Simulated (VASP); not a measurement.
Write the native input for VASP 6.6.1 that does the following.

```
Task                   : relaxation of cell and atoms
Functional             : AM05
Potentials or basis    : VASP PAW PBE potentials, release 64 (Mo_sv)
Cutoff                 : 600 eV
k mesh                 : 16 × 16 × 16
Occupations            : methfessel-paxton, width 0.1 eV
Spin                   : no spin polarisation
Further INCAR settings : ALGO = Normal; EDIFF = 1e-07; IBRION = 2; EDIFFG = -0.005; NSW = 90; ISIF = 3
```

The structure of Mo lies in POSCAR:

```
Mo                                      
1.0
   -1.5628130032      1.5628130032      1.5628130032
    1.5628130032     -1.5628130032      1.5628130032
    1.5628130032      1.5628130032     -1.5628130032
  Mo            
     1
Direct
     0.0000000000000000    0.0000000000000000    0.0000000000000000
```

The input as run:

INCAR

```
PREC = Accurate
ENCUT = 600
EDIFF = 1E-7
ISMEAR = 1
SIGMA = 0.1
LREAL = False
LASPH = True
NELM = 80
ALGO = Normal
ISIF = 3
LWAVE = False
LCHARG = False
GGA = AM
IBRION = 2
NSW = 90
EDIFFG = -0.005
```

KPOINTS

```
Automatic mesh
0
Gamma
  16 16 16
```

Potentials or basis: VASP PAW PBE potentials, release 64 (Mo_sv).

Command:

```sh
$ cat potpaw_PBE.64/Mo_sv/POTCAR > POTCAR
$ mpirun -np 1 vasp_std > vasp.out
```

Results of the run:

```
Pressure after relaxing : 0.0 GPa
Band gap on the k mesh  : none (metal or under the smearing width)
```

Caveat: the relaxation stopped at its first step, so nothing moved; the PAW data sets were made with another functional, which shifts forces and pressure a little.

Run time: 33 s on 1 thread of Intel(R) Xeon(R) Platinum 8259CL CPU @ 2.50GHz (Skylake/Cascade Lake) (shared host), peak memory 0.16 GiB.
